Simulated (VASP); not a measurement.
**SnTe: relaxation of cell and atoms with PBE+D3(BJ)**

SnTe:

```
CELL_PARAMETERS angstrom
0.00000 3.15085 3.15085
3.15085 0.00000 3.15085
3.15085 3.15085 0.00000
ATOMIC_POSITIONS crystal
Sn 0.00000 0.00000 0.00000
Te 0.50000 0.50000 0.50000
```

```json
{
  "Program": "VASP 6.6.1",
  "Task": "relaxation of cell and atoms",
  "Functional": "PBE",
  "Dispersion": "D3(BJ)",
  "Potentials or basis": "VASP PAW PBE potentials, release 64 (Sn_d, Te)",
  "Cutoff": "520 eV",
  "k mesh": "8 × 8 × 8",
  "Occupations": "gaussian, width 0.02 eV",
  "Spin": "no spin polarisation",
  "Further INCAR settings": "ALGO = Fast; EDIFF = 1e-07; IBRION = 2; EDIFFG = -0.002; NSW = 80; ISIF = 3"
}
```

| Item | Value |
| --- | --- |
| Relaxed volume | 31.37 Å³/atom |
| Relaxed cell | a = 4.460 Å, b = 4.460 Å, c = 4.460 Å, α = 60.00°, β = 60.00°, γ = 60.00° |
| Space group after relaxing (to 0.05 Å) | Fm-3m (No. 225) |
| Energy gained by relaxing | 0.0 meV/atom |
| Ionic steps | 3 |
| Pressure after relaxing | 0.0 GPa |
| Band gap on the k mesh | 0.09 eV, direct |
| Dispersion energy per atom | -0.400 eV |

Final structure:
```
CELL_PARAMETERS angstrom
0.00000 3.15380 3.15380
3.15380 0.00000 3.15380
3.15380 3.15380 0.00000
ATOMIC_POSITIONS crystal
Sn 0.00000 0.00000 0.00000
Te 0.50000 0.50000 0.50000
```

Levels at points of the mesh, in eV from the valence-band top:
| k point | band 8 | band 9 | band 10 | band 11 | band 12 | band 13 |
| --- | --- | --- | --- | --- | --- | --- |
| (0.00, 0.00, 0.00) | -2.15 | -2.15 | -2.15 | 3.33 | 3.33 | 3.33 |
| (0.50, 0.00, 0.00) | -1.81 | -1.81 | 0.00 | 0.09 | 0.36 | 0.36 |
| (0.50, 0.50, 0.00) | -5.57 | -3.74 | -3.74 | 2.17 | 4.90 | 4.90 |

Wall time 50 s on 1 thread of AMD EPYC 9R45 (Zen 5), on a shared host, peak memory 0.19 GiB.

Caveat: spin-orbit coupling is left out, which moves the levels of the heavy elements. A k mesh can miss the band edges.
